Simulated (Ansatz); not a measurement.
GaN:

```
CELL_PARAMETERS angstrom
0.00000 2.13524 2.13524
2.13524 0.00000 2.13524
2.13524 2.13524 0.00000
ATOMIC_POSITIONS crystal
Ga 0.00000 0.00000 0.00000
N 0.50000 0.50000 0.50000
```

Measurements of this composition are mostly on another form, of space group No. 186.

Base run:

```yaml
Program: Ansatz 0.2.0
Functional: LDA
Potentials_or_basis: Ansatz PAW
Cutoff: "420 eV (not typed: the program's choice for these potentials)"
k_mesh: 8 × 8 × 8
Occupations: fermi-dirac, width 0.05 eV
Spin: spin-orbit coupling, no magnetisation
```

Its results: band gap on the k mesh 0.23 eV, indirect (least direct gap 2.40 eV); pressure -13.6 GPa.

The run is repeated on the same cell with these changes: functional from LDA to PBEsol. What comes out?

Band gap on the k mesh 0.35 eV, indirect (least direct gap 2.34 eV); pressure -7.7 GPa.

PBEsol binds less tightly than LDA, so the same cell stands under more pressure.

Caveats: the PAW data sets come from PBE, with cores solved anew for the run's functional, which leaves a small shift of forces and pressure.
